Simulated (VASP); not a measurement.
# In (P6_3/mmc) in VASP: further runs

The runs below take In through single point, with r2SCAN.

Everything below comes from runs of VASP 6.6.1. Logs are shortened: lines on timing, memory, paths and dates and some standing lists are left out, and cuts for length are marked.

**1. The crystal as given**

Symmetry: P6_3/mmc, No. 194, hexagonal system. Conventional cell: a = 3.335 Å, b = 3.335 Å, c = 5.509 Å, α = 90.00°, β = 90.00°, γ = 120.00°. In (site symmetry -6m2) is surrounded by 12 In at 3.34 to 3.36 Å.

This isn't the form of In at room conditions, which is tetragonal.

**2. Single point, r2SCAN**

POSCAR

```
In
1.0
    3.3354850000      0.0000000000      0.0000000000
   -1.6677420000      2.8886150000      0.0000000000
    0.0000000000      0.0000000000      5.5091430000
In
2
Direct
    0.3333333333      0.6666666667      0.2500000000
    0.6666666667      0.3333333333      0.7500000000
```

INCAR.step1

```
SYSTEM = In
ALGO     = Normal         ! electronic algorithm
EDIFF    = 1E-4           ! SCF threshold, eV
ENCUT    = 520            ! plane-wave cutoff, eV
GGA      = PE             ! functional
ISMEAR   = -1             ! smearing method
LASPH    = .TRUE.         ! aspherical terms in the spheres
LCHARG   = .FALSE.        ! write CHGCAR
LREAL    = .FALSE.        ! projectors in reciprocal space
LWAVE    = .TRUE.         ! write WAVECAR
NBANDS   = 20             ! bands
NELM     = 100            ! most SCF steps
PREC     = Accurate       ! precision mode
SIGMA    = 0.02           ! smearing width, eV
```

INCAR.step2

```
SYSTEM = In
ALGO     = Normal         ! electronic algorithm
EDIFF    = 1E-6           ! SCF threshold, eV
ENCUT    = 520            ! plane-wave cutoff, eV
ISIF     = 2              ! what is computed and relaxed
ISMEAR   = -1             ! smearing method
ISTART   = 1            
LASPH    = .TRUE.         ! aspherical terms in the spheres
LCHARG   = .FALSE.        ! write CHGCAR
LMIXTAU  = .TRUE.       
LREAL    = .FALSE.        ! projectors in reciprocal space
LWAVE    = .FALSE.        ! write WAVECAR
METAGGA  = R2SCAN         ! meta-GGA
NBANDS   = 20             ! bands
NELM     = 100            ! most SCF steps
PREC     = Accurate       ! precision mode
SIGMA    = 0.02           ! smearing width, eV
```

KPOINTS

```
k-points
0
G
  3 3 2
  0 0 0
```

Potentials or basis: VASP PAW PBE potentials, release 64 (In_d).

On the command line:

```console
$ cat potpaw_PBE.64/In_d/POTCAR > POTCAR
$ cp INCAR.step1 INCAR
$ mpirun -np 1 vasp_std > vasp.out
$ cp INCAR.step2 INCAR
$ mpirun -np 1 vasp_std > vasp.out
```

OUTCAR:

```text
SYSTEM = In
   EDIFF = 1E-6
   ENCUT = 520
   ISIF = 2
   ISMEAR = -1
   ISTART = 1
   LASPH = .TRUE.
   LREAL = .FALSE.
   METAGGA = R2SCAN
   NELM = 100
   PREC = Accurate

 ion  position               nearest neighbor table
   1  0.333  0.667  0.250-   2 3.36   2 3.36   2 3.36   2 3.36   2 3.36   2 3.36
   2  0.667  0.333  0.750-   1 3.36   1 3.36   1 3.36   1 3.36   1 3.36   1 3.36

  LATTYP: Found a hexagonal cell.
 ALAT       =     3.3354850000
 C/A-ratio  =     1.6516767427

  Lattice vectors:

 A1 = (   3.3354850000,   0.0000000000,   0.0000000000)
 A2 = (  -1.6677420000,   2.8886150000,   0.0000000000)
 A3 = (   0.0000000000,   0.0000000000,   5.5091430000)

Analysis of symmetry for initial positions (statically):
=====================================================================
 Subroutine PRICEL returns:
 Original cell was already a primitive cell.

 Routine SETGRP: Setting up the symmetry group for a
 hexagonal supercell.

 Subroutine GETGRP returns: Found 24 space group operations
 (whereof 12 operations were pure point group operations)
 out of a pool of 24 trial point group operations.

The static configuration has the point symmetry D_3d.
 The point group associated with its full space group is D_6h.

Analysis of symmetry for dynamics (positions and initial velocities):
=====================================================================
 Subroutine PRICEL returns:
 Original cell was already a primitive cell.

 Routine SETGRP: Setting up the symmetry group for a
 hexagonal supercell.

 Subroutine GETGRP returns: Found 24 space group operations
 (whereof 12 operations were pure point group operations)
 out of a pool of 24 trial point group operations.

The dynamic configuration has the point symmetry D_3d.
 The point group associated with its full space group is D_6h.

 Subroutine INISYM returns: Found 24 space group operations
 (whereof 12 operations are pure point group operations),
 and found     1 'primitive' translations

----------------------------------------------------------------------------------------

                                     Primitive cell

  volume of cell :      53.0802

  direct lattice vectors                    reciprocal lattice vectors
     3.335485000  0.000000000  0.000000000     0.299806475  0.173093282  0.000000000
    -1.667742000  2.888615000  0.000000000     0.000000000  0.346186667  0.000000000
     0.000000000  0.000000000  5.509143000     0.000000000  0.000000000  0.181516435

  length of vectors
     3.335485000  3.335484972  5.509143000     0.346186664  0.346186667  0.181516435

[... 60 lines left out ...]
   NELM   =    100;   NELMIN=  2; NELMDL=  0     # of ELM steps
   EDIFF  = 0.1E-05   stopping-criterion for ELM
   LREAL  =      F    real-space projection
   EDIFFG = 0.1E-04   stopping-criterion for IOM
   NSW    =      0    number of steps for IOM
   IBRION =     -1    ionic relax: 0-MD 1-quasi-New 2-CG
   NFREE  =      0    steps in history (QN), initial steepest desc. (CG)
   ISIF   =      2    stress and relaxation
   ISYM   =      2    0-nonsym 1-usesym 2-fastsym
   POTIM  = 0.5000    time-step for ionic-motion
   TEBEG  =    0.0;   TEEND  =   0.0 temperature during run
   PSTRESS=    0.0 pullay stress
   NELECT =      26.0000    total number of electrons
   NUPDOWN=      -1.0000    fix difference up-down
   EMIN   =  10.00;   EMAX   =-10.00  energy-range for DOS
   EFERMI =   0.00;   METHOD = LEGACY
   ISMEAR =    -1;   SIGMA  =   0.02  broadening in eV -4-tet -1-fermi 0-gaus
   EFERMI_NEDOS =   21; number of points for ismear=-14 and -15
   IALGO  =     38    algorithm
   IMIX   =      4    mixing-type and parameters
     AMIX     =   0.40;   BMIX     =  1.00
     AMIX_MAG =   1.60;   BMIX_MAG =  1.00
  volume/ion in A,a.u.               =      26.54       179.10
  Fermi-wavevector in a.u.,A,eV,Ry     =   1.290491  2.438675 22.658701  1.665368
  Thomas-Fermi vector in A             =   2.422319
   LORBIT       =      0    0 simple, 1 ext, 2 COOP (PROOUT), +10 PAW based schemes
   METAGGA = R2SCAN    functional components
   LHFCALC =     F    Hartree Fock is set to
   AEXX    =    0.0000 exact exchange contribution
   IVDW    =     0    specifies the selected vdW correction
   LEPSILON=     F    determine dielectric tensor
   LRPA    =     F    only Hartree local field effects (RPA)
 non-spin polarized calculation
  energy-cutoff  :      520.00
  volume of cell :       53.08
 maximum number of plane-waves:      1460
 NGX is ok and might be reduce to    28
   NGX = 13   NGY = 13   NGZ = 21

 number of electron      26.0000008 magnetization

 Free energy of the ion-electron system (eV)
  ---------------------------------------------------
  ext. energy  EPLUGINS =         0.00000000
  ---------------------------------------------------
  free energy    TOTEN  =       -44.71159094 eV

  energy without entropy =      -44.70392046  energy(sigma->0) =      -44.70775570

 E-fermi :   6.9053     XC(G=0): -10.9927

 val. band max:        6.8760206935   @ k =   0.3333   0.0000   0.0000
 cond. band min:       6.9740268897   @ k =   0.3333   0.3333   0.5000
 fundamental gap:      0.0980061963
 Fermi energy:         6.9053474010

 k-point     1 :       0.0000    0.0000    0.0000
  band No.  band energies     occupation
      1      -7.9412      2.00000
      2      -7.9173      2.00000
      3      -7.9173      2.00000
      4      -7.8889      2.00000
      5      -7.8889      2.00000
      6      -7.8742      2.00000
[... 127 lines left out ...]
     19      18.2107      0.00000
     20      18.2107      0.00000

------------------------ aborting loop because EDIFF is reached ----------------------------------------

  FORCE on cell =-STRESS in cart. coord.  units (eV):
  Direction    XX          YY          ZZ          XY          YZ          ZX
  --------------------------------------------------------------------------------------
  -------------------------------------------------------------------------------------
  Total        0.3807428      0.3807429     -0.8231084      0.0000001      0.0000000      0.0000000
  in kB       11.4923693     11.4923713    -24.8447651      0.0000020      0.0000000      0.0000000
  external PRESSURE =      -0.6200082 kB  Pullay stress =       0.0000000 kB

 VOLUME and BASIS-vectors are now :
 -----------------------------------------------------------------------------
  energy-cutoff  :      520.00
  volume of cell :       53.08
      direct lattice vectors                 reciprocal lattice vectors
     3.335485000  0.000000000  0.000000000     0.299806475  0.173093282  0.000000000
    -1.667742000  2.888615000  0.000000000     0.000000000  0.346186667  0.000000000
     0.000000000  0.000000000  5.509143000     0.000000000  0.000000000  0.181516435

 POSITION                                       TOTAL-FORCE (eV/Angst)
 -----------------------------------------------------------------------------------
      0.00000      1.92574      1.37729        -0.000000      0.000000      0.000000
      1.66774      0.96287      4.13186         0.000000     -0.000000     -0.000000
 -----------------------------------------------------------------------------------
    total drift:                               -0.000000      0.000000      0.000000

  FREE ENERGIE OF THE ION-ELECTRON SYSTEM (eV)
  ---------------------------------------------------
  free  energy   TOTEN  =       -44.7115909382 eV

  energy  without entropy=      -44.7039204578  energy(sigma->0) =      -44.70775570
```

It took 18 s on 1 thread of Intel Xeon 6975P-C (Granite Rapids), shared host; peak memory 0.18 GiB.

What came out:

| Quantity | Value |
| --- | --- |
| Free energy | -44.7116 eV |
| Pressure | -0.1 GPa |
| Band gap on the k mesh | none (metal or under the smearing width) |

Levels at points of the mesh, in eV from the Fermi level:
| k point | band 10 | band 11 | band 12 | band 13 | band 14 | band 15 | band 16 | band 17 |
| --- | --- | --- | --- | --- | --- | --- | --- | --- |
| (0.00, 0.00, 0.00) | -14.48 | -9.51 | -4.14 | -3.15 | 9.27 | 9.27 | 11.12 | 11.12 |
| (0.00, 0.00, 0.50) | -14.55 | -8.08 | -8.08 | 3.52 | 3.52 | 10.33 | 10.33 | 10.33 |

Caveat: the k mesh is coarse (spacing up to 0.73 Å⁻¹), so the values aren't converged; the PAW data sets were made with another functional, which shifts forces and pressure a little.

**3. Single point, r2SCAN**

POSCAR is that of step 2.

INCAR.step1

```
SYSTEM = In
ALGO = Normal
EDIFF = 1E-4
ENCUT = 520
GGA = PE
ISMEAR = -1
LASPH = .TRUE.
LCHARG = .FALSE.
LREAL = .FALSE.
LWAVE = .TRUE.
NBANDS = 20
NELM = 100
PREC = Accurate
SIGMA = 0.02
```

INCAR.step2

```
SYSTEM = In
ALGO = Normal
EDIFF = 1E-6
ENCUT = 520
ISIF = 2
ISMEAR = -1
ISTART = 1
LASPH = .TRUE.
LCHARG = .FALSE.
LMIXTAU = .TRUE.
LREAL = .FALSE.
LWAVE = .FALSE.
METAGGA = R2SCAN
NBANDS = 20
NELM = 100
PREC = Accurate
SIGMA = 0.02
```

KPOINTS

```
k-points
0
G
  10 10 5
  0 0 0
```

Potentials or basis: VASP PAW PBE potentials, release 64 (In_d).

On the command line:

```console
$ cat potpaw_PBE.64/In_d/POTCAR > POTCAR
$ cp INCAR.step1 INCAR
$ mpirun -np 1 vasp_std > vasp.out
$ cp INCAR.step2 INCAR
$ mpirun -np 1 vasp_std > vasp.out
```

Wall time 76 s (1 thread of Intel Xeon 6975P-C (Granite Rapids), shared host); peak memory 0.2 GiB.

It converged, with:

| Property | Result |
| --- | --- |
| Free energy | -45.1194 eV |
| Pressure | -0.4 GPa |
| Band gap on the k mesh | none (metal or under the smearing width) |

Stress tensor (GPa, compression positive):
```
-1.42  0.00  0.00
 0.00 -1.42  0.00
 0.00  0.00  1.78
```

Levels at points of the mesh, in eV from the Fermi level:
| k point | band 11 | band 12 | band 13 | band 14 | band 15 | band 16 |
| --- | --- | --- | --- | --- | --- | --- |
| (0.00, 0.00, 0.00) | -9.94 | -4.61 | -3.56 | 8.86 | 8.86 | 10.75 |
| (0.50, 0.00, 0.00) | -5.03 | -4.29 | 0.21 | 0.32 | 0.90 | 3.10 |

Caveat: the PAW data sets were made with another functional, which shifts forces and pressure a little.
